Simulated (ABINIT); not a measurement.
# Cr in ABINIT: convergence with pawecutdg

The system is Cr.

```
Cr
1.0
     2.71400    0.00000    0.00000
    -1.35700    2.35039    0.00000
     0.00000    0.00000    4.41000
Cr
2
Cartesian
  1.3570 0.7835 3.3075
  0.0000 1.5669 1.1025
```

This isn't the form of Cr at room conditions, which is bcc.

```yaml
Program: ABINIT 10.8.3 (patched build)
Task: single point
Functional: PBE
Potentials_or_basis: JTH PAW PBE v2.0
Cutoff: 626 eV
k_mesh: 9 × 9 × 5
Occupations: methfessel-paxton, width 0.1 eV
Spin: collinear spin, ferromagnetic start
Starting_moments: "[3.0, 3.0] μB"
```

These are the settings of the first run; the series varies pawecutdg, with any setting tied to it.

Hardware: 1 thread of Arm Neoverse V1, with other jobs on the host.

```tsv
pawecutdg	energy less the tightest run (meV/atom)	pressure (GPa)	SCF cycles	CPU time (s)	peak memory (GiB)
23 Ha	-0.15	-25.54	22	87	0.14
27.6	0.00	-25.60	23	91	0.14
34.5	-0.05	-25.59	23	91	0.15
41.4	0.02	-25.59	23	90	0.15
50.6	0.04	-25.58	24	94	0.16
62.1	0.04	-25.59	24	93	0.17
75.9	0.00	-25.58	24	95	0.19
```

Against the tightest run, the energy stays within 1 meV/atom from 23 Ha on; the pressure stays within 0.1 GPa from 23 Ha on. The tightest run that finished is the yardstick and may itself not be fully converged.

Caveat, for the tightest run too: so large a pressure means that the cell lies far from this level's equilibrium, or that cutoff or potentials fall short.
